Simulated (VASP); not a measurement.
# Ir (Fm-3m) in VASP: notebook, part 2 of 2

VASP 6.6.1.

### 4 Relaxation of cell and atoms, PBE

The input, INCAR:

```
SYSTEM = Ir
ALGO = Normal
EDIFF = 1E-6
EDIFFG = -0.01
ENCUT = 300
GGA = PE
IBRION = 2
ISIF = 3
ISMEAR = 1
LASPH = .True.
LCHARG = .False.
LREAL = .False.
LWAVE = .False.
NELM = 80
NSW = 90
PREC = Accurate
SIGMA = 0.1
```

The input, KPOINTS:

```
k-points
0
Gamma
  8 8 8
  0 0 0
```

The input, POSCAR:

```
Ir
1.0
    0.0000000000      1.9156000000      1.9156000000
    1.9156000000      0.0000000000      1.9156000000
    1.9156000000      1.9156000000      0.0000000000
Ir
1
Direct
    0.0000000000      0.0000000000      0.0000000000
```

Run with:

```bash
> cat potpaw_PBE.64/Ir/POTCAR > POTCAR
> mpirun -np 1 vasp_std > vasp.out
```

It took 3 s on 1 thread of Intel Xeon 6975P-C (Granite Rapids), shared host; peak memory 0.11 GiB.

It converged, with:

```
Free energy                            : -8.7750 eV
Relaxed volume                         : 14.53 Å³/atom
Relaxed cell                           : a = 2.739 Å, b = 2.739 Å, c = 2.739 Å, α = 60.00°, β = 60.00°, γ = 60.00°
Space group after relaxing (to 0.05 Å) : Fm-3m (No. 225)
Energy gained by relaxing              : 18.1 meV/atom
Ionic steps                            : 4
Pressure after relaxing                : -0.1 GPa
Band gap on the k mesh                 : none (metal or under the smearing width)
```

The path:
```tsv
step	energy change (eV)	largest force (eV/Å)	pressure (GPa)	volume (Å³)
1	0.0000	0.0000	12.67	14.06
2	0.1944	0.0000	-31.18	16.45
3	-0.0180	0.0000	-0.64	14.56
4	-0.0181	0.0000	-0.07	14.53
```

Final structure:
```cif
data_structure
_symmetry_space_group_name_H-M 'P 1'
_symmetry_Int_Tables_number 1
_cell_length_a 2.7393
_cell_length_b 2.7393
_cell_length_c 2.7393
_cell_angle_alpha 60.000
_cell_angle_beta 60.000
_cell_angle_gamma 60.000
_cell_volume 14.53
loop_
_atom_site_label
_atom_site_type_symbol
_atom_site_fract_x
_atom_site_fract_y
_atom_site_fract_z
_atom_site_occupancy
Ir1 Ir 0.00000 0.00000 0.00000 1
```

Levels at points of the mesh, in eV from the Fermi level:
| k point | band 2 | band 3 | band 4 | band 5 | band 6 | band 7 |
| --- | --- | --- | --- | --- | --- | --- |
| (0.00, 0.00, 0.00) | -3.79 | -3.79 | -3.79 | -1.20 | -1.20 | 14.30 |
| (0.50, 0.00, 0.00) | -3.88 | -3.88 | -0.75 | 0.80 | 0.80 | 6.93 |
| (0.50, 0.50, 0.00) | -7.11 | 0.77 | 1.35 | 1.35 | 1.64 | 10.09 |

### 5 Relaxation of cell and atoms, PBE

This run uses another cell than the first one, of 14.53 Å³/atom, 1.034 times its volume.

INCAR: that of step 4 with these lines changed.

```diff
@@ -2,4 +2,4 @@
 ALGO = Normal
-EDIFF = 1E-6
-EDIFFG = -0.01
+EDIFF = 1E-7
+EDIFFG = -0.005
 ENCUT = 300
```

KPOINTS is that of step 4.

The input, POSCAR:

```
Ir                                      
1.0
   -0.0000000000      1.9369875976      1.9369875976
    1.9369875976     -0.0000000000      1.9369875976
    1.9369875976      1.9369875976      0.0000000000
  Ir            
     1
Direct
     0.0000000000000000    0.0000000000000000    0.0000000000000000
```

Potentials or basis: VASP PAW PBE potentials, release 64 (Ir).

Run with:

```bash
> cat potpaw_PBE.64/Ir/POTCAR > POTCAR
> mpirun -np 1 vasp_std > vasp.out
```

OUTCAR:

```text
SYSTEM = Ir
   EDIFF = 1E-7
   EDIFFG = -0.005
   ENCUT = 300
   GGA = PE
   IBRION = 2
   ISIF = 3
   ISMEAR = 1
   LASPH = .True.
   LREAL = .False.
   NELM = 80
   NSW = 90
   PREC = Accurate

 ion  position               nearest neighbor table
   1  0.000  0.000  0.000-

  LATTYP: Found a face centered cubic cell.
 ALAT       =     3.8739751952

  Lattice vectors:

 A1 = (   0.0000000000,   1.9369875976,   1.9369875976)
 A2 = (   1.9369875976,   0.0000000000,   1.9369875976)
[... 447 lines left out ...]
 [... further k-points ...]

------------------------ aborting loop because EDIFF is reached ----------------------------------------

  FORCE on cell =-STRESS in cart. coord.  units (eV):
  Direction    XX          YY          ZZ          XY          YZ          ZX
  --------------------------------------------------------------------------------------
  -------------------------------------------------------------------------------------
  Total       -0.0034482     -0.0034482     -0.0034482     -0.0000000     -0.0000000      0.0000000
  in kB       -0.3800909     -0.3800909     -0.3800909     -0.0000000     -0.0000000      0.0000000
  external PRESSURE =      -0.3800909 kB  Pullay stress =       0.0000000 kB

 VOLUME and BASIS-vectors are now :
 -----------------------------------------------------------------------------
  energy-cutoff  :      300.00
  volume of cell :       14.53
      direct lattice vectors                 reciprocal lattice vectors
     0.000000000  1.936987598  1.936987598    -0.258132783  0.258132783  0.258132783
     1.936987598  0.000000000  1.936987598     0.258132783 -0.258132783  0.258132783
     1.936987598  1.936987598  0.000000000     0.258132783  0.258132783 -0.258132783

 POSITION                                       TOTAL-FORCE (eV/Angst)
 -----------------------------------------------------------------------------------
      0.00000      0.00000      0.00000         0.000000      0.000000      0.000000
 -----------------------------------------------------------------------------------
    total drift:                                0.000000      0.000000     -0.000000

  FREE ENERGIE OF THE ION-ELECTRON SYSTEM (eV)
  ---------------------------------------------------
  free  energy   TOTEN  =        -8.7776322482 eV

  energy  without entropy=       -8.7782320587  energy(sigma->0) =       -8.77783219

 reached required accuracy - stopping structural energy minimisation
```

Wall time 1.3 s (1 thread of Intel Xeon 6975P-C (Granite Rapids), shared host); peak memory 0.11 GiB.

Results:

```
Free energy             : -8.7776 eV
Pressure after relaxing : 0.0 GPa
Band gap on the k mesh  : none (metal or under the smearing width)
```

Final structure:
```xyz
1
Lattice="0.0000 1.9370 1.9370 1.9370 0.0000 1.9370 1.9370 1.9370 0.0000" Properties=species:S:1:pos:R:3 pbc="T T T"
Ir    0.0000    0.0000    0.0000
```

Levels at points of the mesh, in eV from the Fermi level:
| k point | band 1 | band 2 | band 3 | band 4 | band 5 | band 6 | band 7 | band 8 |
| --- | --- | --- | --- | --- | --- | --- | --- | --- |
| (0.00, 0.00, 0.00) | -10.89 | -3.79 | -3.79 | -3.79 | -1.20 | -1.20 | 14.30 | 19.75 |
| (0.50, 0.00, 0.00) | -7.88 | -3.88 | -3.88 | -0.75 | 0.80 | 0.80 | 6.93 | 13.85 |
| (0.50, 0.50, 0.00) | -7.65 | -7.11 | 0.77 | 1.35 | 1.35 | 1.64 | 10.09 | 11.52 |

Caveat: the relaxation stopped at its first step, so nothing moved. Spin-orbit coupling is left out, which matters for the levels of Ir.

### 6 Relaxation of cell and atoms, r2SCAN

The input, INCAR:

```
PREC     = Accurate       # precision mode
ENCUT    = 600            # plane-wave cutoff, eV
EDIFF    = 1E-6           # SCF threshold, eV
ISMEAR   = 1              # smearing method
SIGMA    = 0.1            # smearing width, eV
LREAL    = F              # projectors in reciprocal space
LASPH    = T              # aspherical terms in the spheres
NELM     = 80             # most SCF steps
ALGO     = Normal         # electronic algorithm
ISIF     = 3              # what is computed and relaxed
LWAVE    = F              # write WAVECAR
LCHARG   = F              # write CHGCAR
METAGGA  = R2SCAN         # meta-GGA
LMIXTAU  = T            
IBRION   = 2              # ionic algorithm
NSW      = 90             # ionic steps
EDIFFG   = -0.01          # ionic threshold
KPAR     = 2
```

The input, KPOINTS:

```
regular mesh
0
Gamma
  16 16 16
```

The input, POSCAR:

```
Ir
1.0
    0.0000000000      1.9156000000      1.9156000000
    1.9156000000      0.0000000000      1.9156000000
    1.9156000000      1.9156000000      0.0000000000
Ir
1
Direct
    0.0000000000      0.0000000000      0.0000000000
```

Potentials or basis: VASP PAW PBE potentials, release 64 (Ir).

Run with:

```bash
> cat potpaw_PBE.64/Ir/POTCAR > POTCAR
> mpirun -np 2 vasp_std > vasp.out
```

Wall time 2.2 min (2 MPI ranks of AMD EPYC 9R14 (Zen 4), shared host); peak memory 0.14 GiB.

The run converged. Its results:

| Item | Value |
| --- | --- |
| Free energy | -52.3571 eV |
| Relaxed volume | 14.31 Å³/atom |
| Relaxed cell | a = 2.725 Å, b = 2.725 Å, c = 2.725 Å, α = 60.00°, β = 60.00°, γ = 60.00° |
| Space group after relaxing (to 0.05 Å) | Fm-3m (No. 225) |
| Energy gained by relaxing | 5.2 meV/atom |
| Ionic steps | 4 |
| Pressure after relaxing | 0.0 GPa |
| Band gap on the k mesh | none (metal or under the smearing width) |

Step by step:
| step | energy change (eV) | largest force (eV/Å) | pressure (GPa) | volume (Å³) |
| --- | --- | --- | --- | --- |
| 1 | 0.0000 | 0.0000 | 6.87 | 14.06 |
| 2 | 0.0686 | 0.0000 | -21.64 | 15.32 |
| 3 | -0.0052 | 0.0000 | -0.18 | 14.31 |
| 4 | -0.0052 | 0.0000 | 0.00 | 14.31 |

Final structure:
```
CELL_PARAMETERS angstrom
0.00000 1.92678 1.92678
1.92678 0.00000 1.92678
1.92678 1.92678 0.00000
ATOMIC_POSITIONS crystal
Ir 0.00000 0.00000 0.00000
```

Levels at points of the mesh, in eV from the Fermi level:
```tsv
k point	band 2	band 3	band 4	band 5	band 6	band 7
(0.00, 0.00, 0.00)	-3.92	-3.92	-3.92	-1.26	-1.26	15.13
(0.50, 0.00, 0.00)	-4.07	-4.07	-0.67	0.93	0.93	7.55
(0.50, 0.50, 0.00)	-7.49	0.83	1.55	1.55	1.79	10.92
```

Caveat: the PAW data sets were made with another functional, which shifts forces and pressure a little.

### 7 Summary

```csv
task,level,cell,k mesh,cutoff (eV),gap on the mesh (eV),pressure (GPa)
relaxation of the atoms,r2SCAN,atoms relaxed from: a relaxed cell with its volume scaled by 1.04,16 × 16 × 16,600,none,-13.4
relaxation of the atoms,r2SCAN,atoms relaxed from: a relaxed cell with its volume scaled by 1.06,16 × 16 × 16,600,none,-18.9
relaxation of cell and atoms,PBE,relaxed,8 × 8 × 8,300,none,0.0
relaxation of cell and atoms,r2SCAN,relaxed,16 × 16 × 16,600,none,0.0
```

Alike in all rows: potentials or basis VASP PAW PBE potentials, release 64 (Ir); no spin polarisation; smearing methfessel-paxton 0.1 eV.

Caveats: the relaxation stopped at its first step, so nothing moved (some runs); the PAW data sets were made with another functional, which shifts forces and pressure a little (some runs).

Absolute energies hang on the potentials; compare differences alone.
